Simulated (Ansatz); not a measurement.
Crystal: CuAu.

```
Au Cu
1.0
     1.44306    0.83315    4.25617
    -1.44306    0.83315    4.25617
     0.00000   -1.66630    4.25617
Au Cu
1 1
Cartesian
  0.0000 0.0000 0.0000
  0.0000 0.0000 6.3843
```

The cell comes from a database or a generator and needn't be the stable form of this composition.

Base run:

- Program: Ansatz 0.2.0
- Functional: PBE
- Potentials or basis: all-electron LAPW, scalar-relativistic
- Cutoff: 273 eV (chosen from the basis error)
- Basis error allowed: 0.001 eV/atom
- k mesh: 11 × 11 × 11
- Occupations: fermi-dirac, width 0.05 eV
- Spin: no spin polarisation

Its results: pressure -0.4 GPa.

The run is repeated on the same cell with these changes: functional from PBE to LDA. What comes out?

Pressure -12.8 GPa.

LDA binds more tightly than PBE, so the same cell stands under less pressure.
